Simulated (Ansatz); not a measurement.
Runs of Ansatz 0.2.0 on Os. It takes space group P6_3/mmc (No. 194, hexagonal). The conventional cell has a = 2.734 Å, b = 2.734 Å, c = 4.320 Å, α = 90.00°, β = 90.00°, γ = 120.00°. Os (site symmetry -6m2) is surrounded by 12 Os at 2.68 to 2.73 Å. 

```csv
task,level,spin,cell,k mesh,cutoff (eV),points for each segment of the path,atoms under strain,gap on the mesh (eV),pressure (GPa),relaxed volume (Å³/atom)
relaxation of cell and atoms,revPBE+D4,off,relaxed,11 × 11 × 6,420,-,-,-,0.0,13.99
band structure,RPBE,off,as given,11 × 11 × 6,420,14,-,none,(a),-
band structure,revPBE,off,as given,11 × 11 × 6,420,14,-,none,11.8,-
band structure,LDA,off,as given,11 × 11 × 6,420,14,-,none,-8.6,-
elastic constants,PBEsol,off,as given,8 × 8 × 5,420,-,relaxed,none,(b),-
relaxation of cell and atoms,revPBE+D3(BJ),off,relaxed,11 × 11 × 6,420,-,-,-,0.0,13.90
band structure,r2SCAN,"SOC, no magnetisation",as given,8 × 8 × 5,500,14,-,none,0.6,-
relaxation of cell and atoms,RPBE,off,relaxed,11 × 11 × 6,420,-,-,-,0.0,14.43
```

Alike in all rows: potentials or basis Ansatz PAW; smearing fermi-dirac 0.05 eV.

Task: Fill in the values left out.

Result: (a) 12.9; (b) -3.3.

Caveats: the PAW data sets come from PBE, with cores solved anew for the run's functional, which leaves a small shift of forces and pressure; the plane-wave basis is chosen anew once the cell has moved, so the energies of steps on either side of that aren't comparable (some runs); spin-orbit coupling is left out, which moves the levels of the heavy elements (some runs); the cell is more than 3 GPa from zero pressure, which shifts response properties (some runs); elastic constants of metals need much finer meshes, so these are rough (some runs).

A k mesh can miss the band edges, and rows without SOC leave out spin-orbit coupling on Os.

A gap of «none» marks a metal or a gap under the smearing width.

Runs at the PBE level aren't shown here.
